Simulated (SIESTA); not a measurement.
Sn:

```
Sn
1.0
     0.00000    3.23334    3.23334
     3.23334    0.00000    3.23334
     3.23334    3.23334    0.00000
Sn
2
Direct
  0.75000 0.75000 0.75000
  0.50000 0.50000 0.50000
```

This isn't the form of Sn at room conditions, which is tetragonal (white tin).

Base run:

* Program: SIESTA 5.4.2
* Functional: LDA
* Potentials or basis: PseudoDojo 0.4 standard (LDA files)
* Basis: DZP (energy shift 0.003 Ry; two zetas on semicore shells)
* Grid cutoff: 500 Ry
* Energy shift: 0.003 Ry
* k mesh: 7 × 7 × 7
* Occupations: fermi-dirac, width 0.05 eV
* Spin: no spin polarisation

Its results: band gap on the k mesh none (metal or under the smearing width); pressure 0.4 GPa.

Q: The run is repeated on the same cell with these changes: functional from LDA to PBE; potentials or basis from PseudoDojo 0.4 standard (LDA files) to PseudoDojo 0.4 standard (PBE files). What comes out?

A: Band gap on the k mesh none (metal or under the smearing width); pressure 4.1 GPa.

Caveats: spin-orbit coupling is left out, which moves the levels of the heavy elements; the basis of atomic orbitals isn't converged, which shifts pressures, moduli and gaps.
